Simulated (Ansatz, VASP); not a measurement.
## B2P3 in VASP and in Ansatz

```xyz
5
Lattice="2.4008 1.3861 3.2256 -2.4008 1.3861 3.2256 0.0000 -2.7722 3.2256" Properties=species:S:1:pos:R:3 pbc="T T T"
B     0.0000    0.0000    4.8385
B     0.0000    0.0000    0.0000
P     0.0000   -1.3861    1.6128
P     1.2004    0.6930    1.6128
P    -1.2004    0.6930    1.6128
```

Alike in both runs: functional PBE; k mesh 6 × 6 × 6; occupations gaussian, width 0.1 eV; no spin polarisation.

Ansatz relaxed the structure, and its values are those at the end. VASP's run is a single point on that final structure, the one shown.

|  | VASP | Ansatz |
| --- | --- | --- |
| version | VASP 6.6.1 | Ansatz 0.2.0 |
| potentials or method | VASP PAW PBE potentials, release 64 (B, P) | scalar-relativistic, plane waves, PAW |
| plane-wave cutoff (eV) | 520 | 420 |
| valence electrons in the cell | 21 | 21 |

Ansatz gave:

```
gap on the k mesh at the Fermi level (eV) : none
pressure (GPa)                            : 0.1
```

Question: Which values does VASP return?

Answer: gap on the k mesh at the Fermi level (eV): none; pressure (GPa): -0.2.

A gap of «none» marks a metal or a gap that the smearing closes. The functional is the same, so the differences come from potentials, cutoffs and numerics.
